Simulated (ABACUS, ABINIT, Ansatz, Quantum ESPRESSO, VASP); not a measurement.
One calculation of Na2S, 5 ways

```
S Na
1.0
     0.00000    3.27350    3.27350
     3.27350    0.00000    3.27350
     3.27350    3.27350    0.00000
S Na
1 2
Direct
  0.00000 0.00000 0.00000
  0.75000 0.75000 0.75000
  0.25000 0.25000 0.25000
```

Alike in all runs: task single point; functional PBE; k mesh 7 × 7 × 7; occupations fermi-dirac, width 0.05 eV; no spin polarisation; no spin-orbit coupling. Pressure is positive in compression and, in plane waves, holds the error of the finite cutoff, which Ansatz's Pulay term estimates and takes out.

```csv
program and potentials,plane-wave cutoff (eV),notes,pressure (GPa)
"Ansatz, Ansatz PAW",420,8 valence electrons an atom on average,0.28
"ABACUS, PseudoDojo NC SR 0.4.1 PBE standard, plane waves",1211,8 valence electrons an atom on average,0.31
"Quantum ESPRESSO, SSSP 1.3 efficiency PBE",748,8 valence electrons an atom on average,0.39
"ABINIT, JTH PAW PBE v2.0",1088,8 valence electrons an atom on average,0.45
"VASP, PBE PAW files Na_pv, S, 520 eV",520,6.67 valence electrons an atom on average,0.30
```

The pressure spans 0.28 (Ansatz, Ansatz PAW) to 0.45 GPa (ABINIT, JTH PAW PBE v2.0).

Differences between rows come from potentials, basis sets and numerical settings, since the functional is the same but for its coding. Runs on potential files found faulty are left out.
